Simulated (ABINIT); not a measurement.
Set up this calculation in ABINIT 10.8.3 (patched build), as the native input.

| Property | Result |
| --- | --- |
| Task | equation of state |
| Functional | PBE |
| Potentials or basis | JTH PAW PBE v2.0 |
| Cutoff | 544 eV |
| k mesh | 9 × 9 × 9 |
| Occupations | fermi-dirac, width 0.05 eV |
| Spin | no spin polarisation |
| Fine-grid cutoff | 1088.46 eV |
| Exchange and correlation inside the PAW spheres | full angular mesh (pawxcdev 0, this build's default; the released program takes 1) |

Crystal: LiCl.

```
Cl Li
1.0
     0.00000    2.56477    2.56477
     2.56477    0.00000    2.56477
     2.56477    2.56477    0.00000
Cl Li
1 1
Direct
  0.50000 0.50000 0.50000
  0.00000 0.00000 0.00000
```

One way to write it, as run:

run.abi

```
ndtset 7
getwfk -1
scalecart1 3*0.9795861087
scalecart2 3*0.9864848297
scalecart3 3*0.9932883884
scalecart4 3*1.0000000000
scalecart5 3*1.0066227096
scalecart6 3*1.0131594038
scalecart7 3*1.0196128224

pp_dirpath "./"
pseudos "Cl.GGA_PBE-JTH.xml, Li.GGA_PBE-JTH.xml"

acell 3*1.0
rprim
     0.0000000000     4.8467128727     4.8467128727
     4.8467128727     0.0000000000     4.8467128727
     4.8467128727     4.8467128727     0.0000000000
ntypat 2
znucl 17 3
natom 2
typat 1 2
xred
     0.5000000000     0.5000000000     0.5000000000
     0.0000000000     0.0000000000     0.0000000000

ecut 20.0
pawecutdg 40.0

kptopt 1
ngkpt 9 9 9
nshiftk 1
shiftk 0.0 0.0 0.0

ixc 11

nband 9
occopt 3
tsmear 0.00183747

nstep 100
tolvrs 1.0e-9

iomode 3
prtwf 1
prtden 0
prteig 0
prtebands 0
enunit 1
```

Potentials or basis: JTH PAW PBE v2.0.

Run with:

```bash
$ abinit run.abi > log 2>&1
```

Results of the run:

```
Equilibrium volume                      : 17.13 Å³/atom
Bulk modulus                            : 31 GPa
Pressure derivative of the bulk modulus : 4.3 (rough: it moves with the points fitted)
```

Caveat: pressures at fixed basis lie under the slope of the energies.

Run time: 46 s on 1 thread of Arm Neoverse V2, on a shared host, peak memory 0.13 GiB.
